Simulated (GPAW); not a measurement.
Set up this calculation in GPAW 26.7.0, as an ASE script.

```
Task                : optical spectrum
Functional          : RPBE
Potentials or basis : the program's PAW data sets (release 1.2.1) made for this functional, other valence
Cutoff              : 450 eV
Basis               : pw
k mesh              : 5 × 5 × 5
Occupations         : fermi-dirac, width 0.001 eV
Spin                : no spin polarisation
Kernel              : RPA
Eta                 : 0.15 eV
Response ecut       : 40 eV
Scissors            : 0 eV
Maxiter             : 150
Response k mesh     : 16 × 16 × 16
Domega0             : 0.05 eV
Omega2              : 10 eV
Response bands      : 47
Directions          : ["x"]
Intraband           : no
Data set            : Te 16
```

The structure of SnTe lies in SnTe.cif:

```cif
data_SnTe
_cell_length_a 7.22229200
_cell_length_b 7.22229200
_cell_length_c 7.22229200
_cell_angle_alpha 90.00000000
_cell_angle_beta 90.00000000
_cell_angle_gamma 90.00000000
_space_group_name_H-M_alt 'F-43m'
_space_group_name_Hall 'F -4 2 3'
_space_group_IT_number 216
loop_
_space_group_symop_operation_xyz
'x,y,z'
'y,-x,-z'
'-x,-y,z'
'-y,x,-z'
'x,-y,-z'
'y,x,z'
'-x,y,-z'
'-y,-x,z'
'z,x,y'
'-z,y,-x'
'z,-x,-y'
'-z,-y,x'
'-z,x,-y'
'z,y,x'
'-z,-x,y'
'z,-y,-x'
'y,z,x'
'-x,-z,y'
'-y,z,-x'
'x,-z,-y'
'-y,-z,x'
'x,z,y'
'y,-z,-x'
'-x,z,-y'
'x,y+1/2,z+1/2'
'y,-x+1/2,-z+1/2'
'-x,-y+1/2,z+1/2'
'-y,x+1/2,-z+1/2'
'x,-y+1/2,-z+1/2'
'y,x+1/2,z+1/2'
'-x,y+1/2,-z+1/2'
'-y,-x+1/2,z+1/2'
'z,x+1/2,y+1/2'
'-z,y+1/2,-x+1/2'
'z,-x+1/2,-y+1/2'
'-z,-y+1/2,x+1/2'
'-z,x+1/2,-y+1/2'
'z,y+1/2,x+1/2'
'-z,-x+1/2,y+1/2'
'z,-y+1/2,-x+1/2'
'y,z+1/2,x+1/2'
'-x,-z+1/2,y+1/2'
'-y,z+1/2,-x+1/2'
'x,-z+1/2,-y+1/2'
'-y,-z+1/2,x+1/2'
'x,z+1/2,y+1/2'
'y,-z+1/2,-x+1/2'
'-x,z+1/2,-y+1/2'
'x+1/2,y,z+1/2'
'y+1/2,-x,-z+1/2'
'-x+1/2,-y,z+1/2'
'-y+1/2,x,-z+1/2'
'x+1/2,-y,-z+1/2'
'y+1/2,x,z+1/2'
'-x+1/2,y,-z+1/2'
'-y+1/2,-x,z+1/2'
'z+1/2,x,y+1/2'
'-z+1/2,y,-x+1/2'
'z+1/2,-x,-y+1/2'
'-z+1/2,-y,x+1/2'
'-z+1/2,x,-y+1/2'
'z+1/2,y,x+1/2'
'-z+1/2,-x,y+1/2'
'z+1/2,-y,-x+1/2'
'y+1/2,z,x+1/2'
'-x+1/2,-z,y+1/2'
'-y+1/2,z,-x+1/2'
'x+1/2,-z,-y+1/2'
'-y+1/2,-z,x+1/2'
'x+1/2,z,y+1/2'
'y+1/2,-z,-x+1/2'
'-x+1/2,z,-y+1/2'
'x+1/2,y+1/2,z'
'y+1/2,-x+1/2,-z'
'-x+1/2,-y+1/2,z'
'-y+1/2,x+1/2,-z'
'x+1/2,-y+1/2,-z'
'y+1/2,x+1/2,z'
'-x+1/2,y+1/2,-z'
'-y+1/2,-x+1/2,z'
'z+1/2,x+1/2,y'
'-z+1/2,y+1/2,-x'
'z+1/2,-x+1/2,-y'
'-z+1/2,-y+1/2,x'
'-z+1/2,x+1/2,-y'
'z+1/2,y+1/2,x'
'-z+1/2,-x+1/2,y'
'z+1/2,-y+1/2,-x'
'y+1/2,z+1/2,x'
'-x+1/2,-z+1/2,y'
'-y+1/2,z+1/2,-x'
'x+1/2,-z+1/2,-y'
'-y+1/2,-z+1/2,x'
'x+1/2,z+1/2,y'
'y+1/2,-z+1/2,-x'
'-x+1/2,z+1/2,-y'
loop_
_atom_site_label
_atom_site_type_symbol
_atom_site_symmetry_multiplicity
_atom_site_Wyckoff_symbol
_atom_site_fract_x
_atom_site_fract_y
_atom_site_fract_z
_atom_site_occupancy
Te1 Te 4 d 0.2500000000 0.2500000000 0.7500000000 1
Sn1 Sn 4 a 0.0000000000 0.0000000000 0.0000000000 1
```

Measurements of this composition are mostly on another form, of space group No. 225.

One way to write it, as run:

run.py

```python
import spglib
from ase import Atoms
from ase.dft.bandgap import bandgap
from ase.io import read, write
from gpaw import GPAW, PW
from gpaw.response.df import DielectricFunction

atoms = read('SnTe.cif')
cell, positions, numbers = spglib.find_primitive(
    (atoms.cell[:], atoms.get_scaled_positions(), atoms.numbers), symprec=1e-4)
atoms = Atoms(numbers, cell=cell, scaled_positions=positions, pbc=True)

calc = GPAW(mode=PW(450),
            xc='RPBE',
            kpts={'size': (5, 5, 5), 'gamma': True},
            occupations={'name': 'fermi-dirac', 'width': 0.001},
            setups={'Te': '16'},
            nbands=-9,
            convergence={'density': 1e-06},
            maxiter=150,
            txt='gpaw.txt')
atoms.calc = calc
energy = atoms.get_potential_energy()
calc.write('gs.gpw')
write('result.traj', atoms)
print(f'Energy: {energy:.6f} eV')
print('Fermi level:', round(calc.get_fermi_level(), 4), 'eV')
print(f'Gap: {bandgap(calc)[0]:.4f} eV, direct: {bandgap(calc, direct=True)[0]:.4f} eV')

dense = calc.fixed_density(kpts={'size': (16, 16, 16), 'gamma': True},
                           nbands=53, convergence={'bands': 47, 'eigenstates': 1e-7},
                           update_fermi_level=True, txt='dense.txt')
dense.write('dense.gpw', mode='all')

df = DielectricFunction('dense.gpw', frequencies={'type': 'nonlinear', 'domega0': 0.05, 'omega2': 10},
                        eta=0.15, ecut=40, nbands=47, intraband=False, txt='df.txt')
for direction in ['x']:
    df.get_dielectric_function(xc='RPA', direction=direction, filename=f'df_{direction}.csv')
    e0, e = df.get_macroscopic_dielectric_constant(xc='RPA', direction=direction)
    print(f'{direction}: static eps {e0:.4f} without, {e:.4f} with local fields')
```

Potentials or basis: the program's PAW data sets (release 1.2.1) made for this functional, other valence, pw.

The run is started by

```console
$ OMP_NUM_THREADS=1 python run.py
```

Results of the run:

- Band gap on the k mesh: 0.48 eV, indirect (least direct gap 0.90 eV)

Caveat: with so narrow a direct gap the onset needs a denser k mesh; the long-wavelength limit can be off by a per cent or two; independent-particle spectra lack excitons; spin-orbit coupling is left out, which moves the levels of the heavy elements.

Wall time 6 min on 1 thread of Arm Neoverse V1, with other jobs on the host, peak memory 0.72 GiB.
